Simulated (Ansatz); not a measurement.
# Hf4S9: the cost of one run

Program: Ansatz 0.2.0. Level of theory: DFT PBE+D3(BJ), scalar-relativistic, plane waves, PAW. These are calculated values, not measurements.

2 further runs of the same task are left out: 2 set aside as unsound or not needed.

## (1) Starting point

It takes space group P-3m1 (No. 164, trigonal). Conventional cell: a = 3.606 Å, b = 3.606 Å, c = 5.770 Å, α = 90.00°, β = 90.00°, γ = 120.00°. Hf (site symmetry -3m) has 6 S at 2.54 Å in its first shell of neighbours. S (site symmetry 3m) is surrounded by 3 Hf at 2.54 Å.

Structure file:

```xyz
3
Lattice="3.6059 0.0000 0.0000 -1.8029 3.1228 0.0000 0.0000 0.0000 5.7704" Properties=species:S:1:pos:R:3 pbc="T T T"
Hf    0.0000    0.0000    0.0000
S     1.8029    1.0409    4.3140
S     0.0000    2.0818    1.4564
```

It goes back to an entry of the Materials Project.

It is the result of an earlier relaxation at this level (volume 21.66 Å³/atom; gap on the mesh: 0.85 eV).

## (2) The defect cell, relaxed

The supercell's rows are 1 0 -1; 1 0 1; -2 -2 0 in vectors of the relaxed cell. Atom 13 is the S that will move.

File input.yaml:

```yaml
crystal:
  lattice:
    - [3.6058628313, 0.0, -5.7703876582]
    - [3.6058628313, 0.0, 5.7703876582]
    - [-3.6058628313, -6.245537629, 0.0]
  atoms:
    - { symbol: Hf, position: [0.5, 0.5, 0.0] }
    - { symbol: Hf, position: [1.0, 0.0, 0.0] }
    - { symbol: Hf, position: [0.5, 0.5, 0.5] }
    - { symbol: Hf, position: [1.0, 0.0, 0.5] }
    - { symbol: S, position: [0.7928636758, 0.5404696575, 0.3333333333] }
    - { symbol: S, position: [0.2928636758, 0.0404696575, 0.3333333333] }
    - { symbol: S, position: [0.7928636758, 0.5404696575, 0.8333333333] }
    - { symbol: S, position: [0.2928636758, 0.0404696575, 0.8333333333] }
    - { symbol: S, position: [0.7071363242, 0.9595303425, 0.1666666667] }
    - { symbol: S, position: [0.2071363242, 0.4595303425, 0.1666666667] }
    - { symbol: S, position: [0.7071363242, 0.9595303425, 0.6666666667] }
    - { symbol: S, position: [0.2071363242, 0.4595303425, 0.6666666667] }
    - { symbol: S, position: [0.7513628408, 0.2445003536, -0.0100580596] }
basis:
  ecutwfc: 420
  xc_grid: 2
kpoints:
  mp_grid: { grid: [3, 3, 3], shift: [0.0, 0.0, 0.0] }
hamiltonian:
  xc: pbe
  dispersion: d3bj
scf:
  occupations: { method: gaussian, width: 0.02 }
output:
  forces: true
  stress: false
  eigenvalues: true
  write_density: true
  write_potential: true
  elf: true
  volumetric_format: npy
relax:
  adjacent_minimum: "off"
  f_tol: 0.02
  max_steps: 60
```

Run with:

```sh
$ ansatz run input.yaml --threads 4 --pin off --max-ram 10240MiB --backend cpu --events-out ev --progress --plain --runs-dir out
```

**Question.** How long does this run take on 4 threads of Intel Xeon 6975P-C (Granite Rapids), shared host, and how much memory does it need?

About 2.4 min, with a peak of 1 GiB.
